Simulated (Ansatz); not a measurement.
**Ge: a shear that moves c along a**

The task here is to estimate one member of a computed series from the others.

Computed with Ansatz 0.2.0 (DFT r2SCAN, scalar-relativistic, plane waves, PAW, unless a step's input says otherwise).

2 further runs of the same task are left out: 2 set aside as unsound or not needed.

## Starting point

It takes space group Fd-3m (No. 227, cubic). Conventional cell: a = 5.675 Å, b = 5.675 Å, c = 5.675 Å, α = 90.00°, β = 90.00°, γ = 90.00°. Ge (site symmetry -43m) is surrounded by 4 Ge at 2.46 Å.

Structure file:

```
Ge
1.0
     2.83743    2.83743    0.00000
    -2.83743    2.83743    0.00000
     0.00000    0.00000    5.67485
Ge
4
Direct
  0.50000 0.50000 0.50000
  0.50000 0.00000 0.25000
  0.00000 0.00000 0.00000
  0.00000 0.50000 0.75000
```

It goes back to an entry of the Materials Project.

The unstrained cell was computed beforehand with the same settings: E(σ→0) = -17211.6266 eV for 4 atoms, gap 0.36 eV over the zone.

The first run:

Contents of input.yaml:

```yaml
crystal:
  lattice:
    - [2.8374271074, 2.8374271074, 0.0]
    - [-2.8374271074, 2.8374271074, 0.0]
    - [0.080254558, 0.080254558, 5.6748542148]
  atoms:
    - { symbol: Ge, position: [0.5, 0.5, 0.5] }
    - { symbol: Ge, position: [0.5, 0.0, 0.25] }
    - { symbol: Ge, position: [0.0, 0.0, 0.0] }
    - { symbol: Ge, position: [0.0, 0.5, 0.75] }
basis:
  ecutwfc: 500
kpoints:
  mp_grid: { grid: [10, 10, 6] }
hamiltonian:
  xc: r2scan
scf:
  occupations: { method: gaussian, width: 0.02 }
output:
  forces: true
  stress: true
  eigenvalues: true
relax:
  adjacent_minimum: "off"
  f_tol: 0.008
  max_steps: 40
```

Started as:

```
ansatz run input.yaml --threads 1 --pin off --max-ram 2560MiB --backend cpu --events-out ev --progress --plain --runs-dir out
```

Among the steps run: Strain +2.0 %; Band edges over the zone at +2.0 %; Strain +4.0 %; Strain +6.0 %; The cell strained by +8.0 %; At +12.0 %.

One table of the session follows, with a row left open; its other results are not shown here.

Lengths are those of the vectors of the cell that was run; stresses in GPa:

| strain (%) | ΔE (meV/atom) | c (Å) |
| --- | --- | --- |
| +0.0 | 0.0 | 5.675 |
| +2.0 | 1.9 | 5.676 |
| +4.0 | ? | ? |
| +6.0 | 17.0 | 5.685 |
| +8.0 | 30.1 | 5.693 |
| +12.0 | 65.7 | 5.716 |

Estimate the missing values for strain (%) = +4.0.

Worked estimate for «ΔE (meV/atom)». A straight line through the neighbours (2.0, 1.9) and (6.0, 17.0) gives 1.9 + (17.0 − 1.9) × (4.0 − 2.0) / (6.0 − 2.0) = 9.4; a parabola fitted to 4 rows on both sides gives 7.6.

The run gave: ΔE (meV/atom): 7.6; c (Å): 5.679. In «ΔE (meV/atom)» the line misses by +1.8 and the parabola by 0.0.

ΔE is over the unstrained cell. Stress in GPa, positive in compression, on the Cartesian axes of the input.

Caveats from the session: Warnings in the runs' records: stress scf threshold loose.
